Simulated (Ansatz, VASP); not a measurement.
# Cross-check of AlSi31H (Al-H pair in Si) between VASP and Ansatz, part 2 of 2

One calculation is typed for both programs; each brings its own data sets. How far apart do they land? The cell is taken from a series of runs on this material, whose earlier steps may have relaxed, scaled, displaced or heated it; both programs get it as it stands.

VASP 6.6.1 and Ansatz 0.2.0.

So far. Step 2 (VASP: single point, HSE06): The run ends at a pressure of 1.01 GPa, with forces up to 7.7 eV/Å.

In doubt: a hybrid run on one k-point, which bears on gaps, levels and energies.

## 3. Ansatz: single point, HSE06

Level of this step: Ansatz beside VASP: Kohn-Sham DFT, plane waves, HSE06 (Ansatz).

Ansatz runs on its default PAW (the set named soft_2) files.

The same cell, functional, mesh and smearing now go to Ansatz.

The input, input.yaml:

```yaml
crystal:
  lattice:
    - [-5.46978324, 5.46978324, 5.46978324]
    - [5.46978324, -5.46978324, 5.46978324]
    - [5.46978324, 5.46978324, -5.46978324]
  atoms:
    - { symbol: Si, position: [0.001392509, 0.00233069, 0.503750498] }
    - { symbol: Si, position: [-0.014538647, 0.240414762, 0.244981402] }
    - { symbol: Si, position: [0.004792608, 0.500218634, -0.000946474] }
    - { symbol: Si, position: [0.000934302, 0.750832655, 0.755517409] }
    - { symbol: Si, position: [0.252577943, -0.002930243, 0.249166525] }
    - { symbol: Si, position: [0.252518802, 0.252936548, 0.004654639] }
    - { symbol: Si, position: [0.257817992, 0.500242415, 0.751286212] }
    - { symbol: Si, position: [0.245747005, 0.75959641, 0.504765692] }
    - { symbol: Si, position: [0.498893955, -0.00219482, 0.001377356] }
    - { symbol: Si, position: [0.49992004, 0.245213473, 0.755779881] }
    - { symbol: Al, position: [0.540612162, 0.50029288, 0.506070751] }
    - { symbol: Si, position: [0.499480086, 0.747358974, 0.251666994] }
    - { symbol: Si, position: [0.755909597, 0.003763158, 0.752489785] }
    - { symbol: Si, position: [0.750604521, 0.249263556, 0.504917255] }
    - { symbol: Si, position: [0.758024474, 0.500269516, 0.244240117] }
    - { symbol: Si, position: [0.755081224, 0.755061577, 0.010848092] }
    - { symbol: Si, position: [0.006375273, 0.001555326, 0.257154933] }
    - { symbol: Si, position: [0.001527884, 0.252844927, 0.004043279] }
    - { symbol: Si, position: [0.00565456, 0.500214285, 0.74971855] }
    - { symbol: Si, position: [-0.004649274, 0.752752696, 0.504047145] }
    - { symbol: Si, position: [0.251613348, 0.000868534, -0.000115473] }
    - { symbol: Si, position: [0.250319396, 0.24855222, 0.753358348] }
    - { symbol: Si, position: [0.217056559, 0.499825528, 0.491513189] }
    - { symbol: Si, position: [0.248772609, 0.747756985, 0.251388037] }
    - { symbol: Si, position: [0.505093277, -0.001084828, 0.755827342] }
    - { symbol: Si, position: [0.497791216, 0.237421411, 0.505499531] }
    - { symbol: Si, position: [0.510452863, 0.500284107, 0.242883352] }
    - { symbol: Si, position: [0.502184878, 0.751869836, 0.004991266] }
    - { symbol: Si, position: [0.750906256, -0.000929412, 0.499039769] }
    - { symbol: Si, position: [0.742158565, 0.247493516, 0.251287137] }
    - { symbol: Si, position: [0.754848168, 0.500037484, -0.005298034] }
    - { symbol: Si, position: [0.760184792, 0.763240838, 0.76832448] }
    - { symbol: H, position: [0.318011881, 0.498126472, 0.433867598] }
basis:
  ecutwfc: 420
  xc_grid: 2
hamiltonian:
  xc: hse06
kpoints:
  mp_grid: { grid: [1, 1, 1] }
scf:
  occupations: { method: fermi_dirac, width: 0.01 }
  max_iter: 120
output:
  forces: true
checkpoint:
  read: "../relax.run"
```

Launch:

```console
> ansatz run input.yaml --threads 2 --pin off --max-ram 4710MiB --backend cpu --events-out ev --progress --plain --runs-dir out
```

Numbers of over 12 decimals in the logs are rounded to 6 here.

Log:

```text
Warning: checkpoint.read: the run can stay near the saved state's solution: 2 site(s) moved relative to the saved geometry (max |Δs| = 2.740e-2 fractional); the SCF starts from the saved state under `checkpoint.density_extrapolation: transplant`, in force with no word given; its orbitals are not used off its sites. A run without `checkpoint.read` takes nothing of the state. A lower free energy from it at the same positions (and U, V and field ramp, if any) shows a solution that this start missed, and an equal or higher one rules none out (checkpoint.read, Limitations, in the input reference)
exact exchange: scf.exx.singularity resolves to wigner_seitz, which cuts the screened interaction at the faces of the exchange supercell's Wigner-Seitz cell, so that each pair interacts once, at the shortest of its separations (the periodic images that this leaves out come, for a point-like exchange hole, to about 0.019 eV on a filled level). The cut falls within the interaction's reach, and what an exchange supercel [...]
Engine: ansatz 0.2.0, aarch64-unknown-linux-gnu
Pseudopotentials: kind: paw
Pseudopotential: Si, paw, valence charge 4, recommended cutoff 420 eV (normal), Si.paw.azcp
Pseudopotential: Al, paw, valence charge 3, recommended cutoff 420 eV (normal), Al.paw.azcp
Pseudopotential: H, paw, valence charge 1, recommended cutoff 420 eV (normal), H.paw.azcp
Functional definition: HSE06
  parameter a = 0.25
  parameter omega = 0.11/bohr
  exchange = pbe_x - a*pbe_x_sr(omega) + a*exact_x_sr(omega)
  correlation = pbe_c
Crystal: 33 atoms, lattice volume = 654.591 Å³
Basis set: ecut = 420 eV, 12839 PW (Γ), exchange–correlation on 128×128×128 points (8 copies of the dense FFT grid, shifted against one another)
Bands: 97, of which v1, the nominal top of the filled ones, is band 64 counted from 1 (63 counted from 0)
Symmetry: 1 space group operations
Space group: P1 (ITA 1), of the structure as read, at distance tolerance 8.7e-5 Å
k-points: 1
Non-local potential: Si, projectors of the file, l = 0: 2, l = 1: 2, l = 2: 2
Non-local potential: Al, projectors of the file, l = 0: 2, l = 1: 2, l = 2: 1
Non-local potential: H, projectors of the file, l = 0: 2, l = 1: 1
PAW form: soft (Blöchl's): semilocal exchange-correlation on the pseudo side does not see the compensation charge
PAW frozen core: Si, regenerated for the run's functional, and the local potential with it (the file was generated under x = pbe(κ = 0.804, μ = 0.219515), c = pbe(β = 0.066725))
PAW frozen core: Al, regenerated for the run's functional, and the local potential with it (the file was generated under x = pbe(κ = 0.804, μ = 0.219515), c = pbe(β = 0.066725))
PAW one-centre angular grid: Si, 110 points (default); XC on 64 Gauss nodes
PAW one-centre angular grid: Al, 110 points (default); XC on 64 Gauss nodes
PAW one-centre angular grid: H, 110 points (default); XC on 64 Gauss nodes
Initial density: read from a saved state, or passed on in memory by an earlier SCF of this step, an earlier step, the calling program or the single point that the run made first, carried with its atoms to this geometry
Initial wavefunctions: pseudopotential atomic-orbital guess
Functional: x = pbe(κ = 0.804, μ = 0.219515), c = pbe(β = 0.066725), warm-up for x = pbe(κ = 0.804, μ = 0.219515) + 0.25 (exact − pbe) at short range (hse, ω = 0.207870 Å⁻¹), c = pbe(β = 0.066725); HSE06 as pw.x's `hse` composes it (authors' and Libxc's form: `xc: wpbeh`)
iter 1 solved again at ethr=4.42e-4 eV; its pass at ethr=1.00e-1 eV (dr2=5.66e-1 eV) is discarded
SCF iter   1: F=—  HF=-20256.917055 eV  |F-HF|=—  |Δ(HF+E_count)|=         —  Δρ=1.06e-2  dr2=5.71e-1  ethr=4.42e-4  ⟨swp⟩=13.0  Hψ=694  notcnv=0
preconditioner: auto → none  [insulator: Δε(μ)=0.511 eV  Ē_g=7.897 eV  σ=0.010 eV  W_gap=1.00  n_scr=86 (ndim 8)  ℏωp=16.4 eV  f_vac=0.000  D(μ)=0.00/eV (n_scr^D=0)]
SCF iter   2: F=—  HF=-20256.762276 eV  |F-HF|=—  |Δ(HF+E_count)|=   1.55e-1  Δρ=3.88e-3  dr2=1.10e-1  ethr=4.42e-4  ⟨swp⟩=7.0  Hψ=257  notcnv=0
SCF iter   3: F=—  HF=-20256.755724 eV  |F-HF|=—  |Δ(HF+E_count)|=   6.55e-3  Δρ=2.13e-3  dr2=9.41e-2  ethr=8.56e-5  ⟨swp⟩=7.0  Hψ=323  notcnv=0
iter 4 solved again at ethr=4.03e-6 eV; its pass at ethr=7.35e-5 eV (dr2=5.16e-3 eV) is discarded
SCF iter   4: F=—  HF=-20256.737313 eV  |F-HF|=—  |Δ(HF+E_count)|=   1.84e-2  Δρ=7.23e-4  dr2=5.32e-3  ethr=4.03e-6  ⟨swp⟩=9.0  Hψ=504  notcnv=0
SCF iter   5: F=—  HF=-20256.736362 eV  |F-HF|=—  |Δ(HF+E_count)|=   9.50e-4  Δρ=2.28e-4  dr2=3.11e-4  ethr=4.03e-6  ⟨swp⟩=7.0  Hψ=251  notcnv=0
SCF iter   6: F=—  HF=-20256.736362 eV  |F-HF|=—  |Δ(HF+E_count)|=   3.04e-7  Δρ=7.36e-5  dr2=5.99e-5  ethr=2.43e-7  ⟨swp⟩=3.0  Hψ=192  notcnv=0
SCF iter   7: F=-20256.736351 eV  HF=-20256.736359 eV  |F-HF|=7.76e-6  |Δ(HF+E_count)|=   3.40e-6  Δρ=3.06e-5  dr2=1.26e-5  ethr=4.68e-8  ⟨swp⟩=3.0  Hψ=185  notcnv=0
SCF 1 stopped early in 7 iterations: F = -20256.736351 eV  dr2 = 1.26e-5
  greatest PAW one-centre occupation: 0.650 electrons in one spin orbital (limit 2), on the Si atom at site 22 (counted from 0), in its partial waves of l = 0
Initial density: handed on by an earlier stage of this run
Initial wavefunctions: those handed on with the density
[...]
SCF iter   7: F=-20272.753353 eV  HF=-20272.753358 eV  |F-HF|=4.84e-6  |Δ(HF+E_count)|=   3.53e-5  Δρ=3.04e-5  dr2=1.52e-5  ethr=8.05e-8  ⟨swp⟩=2.0  Hψ=161  notcnv=0
SCF 2 stopped early in 7 iterations: F = -20272.753353 eV  dr2 = 1.52e-5
  Residual-converged pass: ⟨swp⟩=4.0  Hψ=289  notcnv=0  max |occ|·‖R‖ = 5.9e-6 eV (tolerance 6.7e-6 eV)  dr2=1.45e-5  dr2_onsite=5.87e-8  max |Δocc| = 0.0e0
  greatest PAW one-centre occupation: 0.657 electrons in one spin orbital (limit 2), on the Si atom at site 22 (counted from 0), in its partial waves of l = 0
hybrid outer 1: dexx = +6.371e-2 eV, tail = 5.11e-5 eV
Exchange kernel: α = 0.2500, screened, ω = 0.2079 Å⁻¹, Wigner–Seitz truncation, v(0) = 842.9347 eV·Å³, q-mesh 1×1×1, nearest image of the exchange supercell L = 9.47 Å, pair-density grid 32×32×32, without the augmentation charges, whose exchange is taken in its separable form (sized by the pseudopotential files, 54×54×54 at the most)
Frozen-core exchange: fock
SCF iter   1: F=—  HF=-20272.752663 eV  |F-HF|=—  |Δ(HF+E_count)|=         —  Δρ=2.68e-5  dr2=1.05e-5  ethr=2.00e-7  ⟨swp⟩=7.0  Hψ=278  notcnv=0
preconditioner: auto → none  [insulator: Δε(μ)=1.158 eV  Ē_g=9.214 eV  σ=0.010 eV  W_gap=1.00  n_scr=86 (ndim 8)  ℏωp=16.4 eV  f_vac=0.000  D(μ)=0.00/eV (n_scr^D=0)]
SCF iter   2: F=—  HF=-20272.752660 eV  |F-HF|=—  |Δ(HF+E_count)|=   2.80e-6  Δρ=5.04e-6  dr2=7.40e-7  ethr=7.44e-9  ⟨swp⟩=3.0  Hψ=184  notcnv=0
SCF iter   3: F=—  HF=-20272.752663 eV  |F-HF|=—  |Δ(HF+E_count)|=   2.75e-6  Δρ=6.05e-6  dr2=4.38e-7  ethr=1.29e-10  ⟨swp⟩=7.0  Hψ=334  notcnv=0
SCF iter   4: F=—  HF=-20272.752662 eV  |F-HF|=—  |Δ(HF+E_count)|=   1.08e-7  Δρ=8.25e-7  dr2=6.25e-8  ethr=1.29e-10  ⟨swp⟩=3.0  Hψ=205  notcnv=0
SCF iter   5: F=—  HF=-20272.752663 eV  |F-HF|=—  |Δ(HF+E_count)|=   2.00e-7  Δρ=1.59e-6  dr2=2.51e-8  ethr=1.29e-11  ⟨swp⟩=7.0  Hψ=343  notcnv=0
SCF iter   6: F=—  HF=-20272.752663 eV  |F-HF|=—  |Δ(HF+E_count)|=   5.36e-9  Δρ=3.49e-7  dr2=8.16e-9  ethr=1.29e-11  ⟨swp⟩=3.0  Hψ=181  notcnv=0
SCF iter   7: F=-20272.752663 eV  HF=-20272.752663 eV  |F-HF|=1.21e-9  |Δ(HF+E_count)|=   1.92e-8  Δρ=5.44e-7  dr2=2.78e-9  ethr=2.55e-12  ⟨swp⟩=8.0  Hψ=288  notcnv=0
SCF 3 converged in 7 iterations: F = -20272.752663 eV  dr2 = 2.78e-9
  Residual-converged pass: ⟨swp⟩=2.0  Hψ=154  notcnv=0  max |occ|·‖R‖ = 1.7e-6 eV (tolerance 1.9e-6 eV)  dr2=2.78e-9  dr2_onsite=2.36e-11  max |Δocc| = 0.0e0
hybrid outer 2: dexx = +3.954e-6 eV, tail = 5.93e-9 eV, Δε = 5.85e-4 eV (about 9.67e-6 eV left of the loop's levels), ΔF = 3.93e-3 eV/Å (tail 1.93e-4)
WARN: the filled states extend beyond the cell (their overlap across the Brillouin zone is 0.366, against 0 in a metal and nearly 1 for localised states). With one k-point a hybrid's gap, moments and forces can then be wrong. Use a denser k-mesh, or a larger cell for a defect
hybrid SCF converged: 2 outer / 14 inner (+7 warm-up), last move |dexx| = 3.95e-6 eV, tail = 5.93e-9 eV
Stability not checked: this state was not tested for a lower state beside it, because the functional holds exact exchange (a hybrid, or Hartree-Fock), whose exchange loop this test does not read (fock_operator; see scf.lower_state_search)
Free energy (F): -20272.752663 eV
Frozen-core exchange: fock
Harris-Foulkes:  -20272.752663 eV  (|F-HF|=1.21e-9)
Internal energy: -20272.752663 eV  (E = F + TS)
E sigma→0 (E₀):  -20272.752663 eV
Fermi energy:    6.323959 eV
--- Per-component energies (eV) ---
  E_band       = 25.938084
  E_kinetic    = 1303.160958
  E_local      = -909.439161  (includes V_loc(G=0)·N_el)
  E_nonlocal   = 796.414271
  E_hartree    = 259.579110
  E_xc         = -1435.011118
  E_vxc        = -1217.598887  (∫ρ·V_xc dr)
  E_exx        = -179.532160  (= α·E_x^exact, valence–valence)
  E_paw        = -16524.403572  (= ΣΔE_a)
  E_vpaw       = -106.691293  (= ΣTr[D̂ρ^β])
  E_aug_tail   = -0.001378  (compensation charges beyond the density's cutoff)
  E_ewald      = -3581.642159
  E_core_change = -1.877454  (= ΣΔE_core)
  E_smearing   = -0.000000  (= −TS)
  E_closure    = -0.000000  (closes the sum)
  Σ components = -20272.752663   (vs F -20272.752663, Δ=0.00e0)
--- Forces (eV/Å), atoms counted from 1 ---
  atom   1  Si     0.01213450    -0.00474984    -0.02870993
  atom   2  Si     0.05800599    -0.08739025    -0.11693625
  atom   3  Si     0.00410680     0.00597389    -0.00281584
  atom   4  Si    -0.07846782    -0.03943978    -0.01346207
  atom   5  Si    -0.01013512     0.01006034    -0.01436232
  atom   6  Si    -0.01338328    -0.02117746     0.00710070
  atom   7  Si    -0.02574814     0.00961750     0.02255446
  atom   8  Si     0.11178878    -0.08400912    -0.05770630
  atom   9  Si     0.02843135    -0.00483362    -0.01075465
  atom  10  Si    -0.00681176     0.00414595    -0.01544155
  atom  11  Al     0.08226013    -0.28447915    -0.08548962
  atom  12  Si    -0.00789536    -0.02112631     0.01257791
  atom  13  Si     0.01275078     0.01075117     0.00961305
  atom  14  Si     0.01347265    -0.04000481     0.07932227
  atom  15  Si     0.03391237     0.09836310    -0.03433506
  atom  16  Si     0.01477898     0.00466871     0.00719472
  atom  17  Si     0.01322253     0.01244889    -0.00063234
  atom  18  Si     0.00296731     0.00733710     0.01092576
  atom  19  Si     0.02579533     0.02373017    -0.02737949
  atom  20  Si     0.02768849    -0.02787845     0.08507074
  atom  21  Si     0.02861209    -0.00201880     0.00189473
  atom  22  Si    -0.01723767    -0.00933706     0.00128379
  atom  23  Si     4.86091414    -1.57876145    -4.75674410
  atom  24  Si    -0.01145583     0.00760993    -0.00237361
  atom  25  Si     0.00190247     0.00986051    -0.01384855
  atom  26  Si     0.05618150    -0.05860669    -0.01453650
  atom  27  Si     0.11515302    -0.05224442    -0.11623298
  atom  28  Si    -0.00076531    -0.01069144     0.01640456
  atom  29  Si    -0.00050993    -0.00178542    -0.02636645
  atom  30  Si    -0.08589345    -0.02751418    -0.02862293
  atom  31  Si     0.01106783    -0.04172329    -0.00917587
  atom  32  Si     0.01009919    -0.05502078    -0.05579869
  atom  33  H     -5.26692206     2.24824705     5.17776749
  max |Σ_I F_I| component: 2.20e-5 eV/Å
--- Band table (eV) ---
  k-point 0: bands = [... 60 lower, 4.6610, 5.5027, 5.7296, 5.7439, 6.9019]
  guard bands above this table: 32 of the run's 97 bands. The solve was not asked for them (output.publish_guard_bands: true or output.eigenvalues: true publishes all)
```

## 4. Comparison

Known differences besides the potentials themselves: exact exchange at q = 0 is treated differently, which shows on coarse meshes; VASP keeps PBE cores, Ansatz makes them for the functional; the cutoff is 420 eV in Ansatz and 400 eV in VASP (PREC = Accurate, projectors in real space); VASP takes a coarser grid for exact exchange (PRECFOCK = Fast). Total energies have different zeros and are not compared.

The two programs side by side:

| quantity | Ansatz | VASP | difference |
| --- | --- | --- | --- |
| gap on the k mesh (eV) | 1.158 | 1.206 | -0.048 |

Forces on 7 of the 33 atoms, those with the largest forces and the largest differences (eV/Å; atoms numbered as in POSCAR):

| atom | Ansatz x, y, z | VASP x, y, z |
| --- | --- | --- |
| Si2 | 0.058, -0.087, -0.117 | 0.063, -0.087, -0.118 |
| Si8 | 0.112, -0.084, -0.058 | 0.113, -0.083, -0.063 |
| Si14 | 0.034, 0.098, -0.034 | 0.038, 0.097, -0.038 |
| Si22 | 4.861, -1.579, -4.757 | 4.836, -1.573, -4.732 |
| Si26 | 0.115, -0.052, -0.116 | 0.114, -0.051, -0.115 |
| Al32 | 0.082, -0.284, -0.085 | 0.076, -0.275, -0.080 |
| H33 | -5.267, 2.248, 5.178 | -5.232, 2.237, 5.146 |

The forces differ by 6.5 meV/Å r.m.s., which is 0.6 % of the r.m.s. force of 1.041 eV/Å (both taken over all components). A gap on the mesh is an upper bound, since the band edges may lie between its points.

## 5. Results

```
r.m.s. force difference (single point, HSE06)         : 0.63 % of the r.m.s. force
difference in gap on the k mesh (single point, HSE06) : -0.048 eV
```

The difference in gap on the k mesh is -0.048 eV (single point, HSE06), within the 0.08 eV picked in this series as the mark of a large difference. Such differences can come from data sets, numerical settings and the points named under the comparisons, not from the functional's error against experiment.

[Lines on the potential files, build, host, timing and source positions are cut from VASP's logs without a mark.]

[Logs are printed without paths, hosts, clocks, repeated set-up lines and the standing remarks that a program may print on its own settings, such as how far it seeks lower states.]

[Hosts, paths, dates, database ids (printed as entryN), source tags and the programs' standing remarks are cut or masked in the printed files.]
